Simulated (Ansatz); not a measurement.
# Si: the cost of one run

Method: DFT r2SCAN, scalar-relativistic, plane waves, PAW, in Ansatz 0.2.0.

1 further run of the same task is left out (set aside as unsound or not needed). Runs told in other sessions of the task aren't counted.

**1. The system as given**

It takes space group I4/mmm (No. 139, tetragonal). Conventional cell: a = 6.655 Å, b = 6.655 Å, c = 3.844 Å, α = 90.00°, β = 90.00°, γ = 90.00°. Si (site symmetry m2m) has 4 Si at 2.34 to 2.38 Å in its first shell of neighbours.

Structure file:

```cif
data_structure
_symmetry_space_group_name_H-M 'P 1'
_symmetry_Int_Tables_number 1
_cell_length_a 5.0829
_cell_length_b 5.0829
_cell_length_c 5.0829
_cell_angle_alpha 98.219
_cell_angle_beta 98.219
_cell_angle_gamma 135.567
_cell_volume 85.11
loop_
_atom_site_label
_atom_site_type_symbol
_atom_site_fract_x
_atom_site_fract_y
_atom_site_fract_z
_atom_site_occupancy
Si1 Si 0.17875 0.17875 0.35751 1
Si2 Si 0.82125 0.82125 0.64249 1
Si3 Si 0.17875 0.82125 0.00000 1
Si4 Si 0.82125 0.17875 0.00000 1
```

It goes back to an entry of the Materials Project, which need not be the stable form.

It is the result of an earlier relaxation at this level (volume 21.28 Å³/atom; gap on the mesh: 0.48 eV).

**2. Zero of energy**

The reference gives a free energy of -2555.7981 eV, pressure 0.02 GPa, largest force 0.003 eV/Å and gap on the mesh 0.48 eV. It was computed beforehand with the settings of the runs below.

**3. The scan: random displacements**

All atoms are moved at random with no net shift, in some cells together with a random strain.

**4. At rms move = 0.286 Å**

Input file input.yaml:

```yaml
crystal:
  lattice:
    - [-3.1891221365, 3.1726194724, 1.8241881471]
    - [3.2407703689, -3.1999038945, 1.9608433446]
    - [3.2266390259, 3.2374207839, -1.8714253535]
  atoms:
    - { symbol: Si, position: [0.1392261433, 0.091826329, 0.3377417724] }
    - { symbol: Si, position: [0.8919967688, 0.9442941075, 0.6839358925] }
    - { symbol: Si, position: [0.1748547405, 0.8343239527, -0.0150833172] }
    - { symbol: Si, position: [0.7939223474, 0.1295556108, -0.0065943476] }
basis:
  ecutwfc: 500
kpoints:
  mp_grid: { grid: [10, 10, 10] }
hamiltonian:
  xc: r2scan
scf:
  occupations: { method: gaussian, width: 0.05 }
output:
  forces: true
  stress: true
  eigenvalues: true
```

Run with:

```sh
$ ansatz run input.yaml --threads 2 --pin off --max-ram 5120MiB --backend cpu --events-out ev --progress --plain --runs-dir out
```

What time and memory should one allow on 2 threads of Intel Xeon Platinum 8488C (Sapphire Rapids), shared host?

About 49 s, with a peak of 1 GiB.
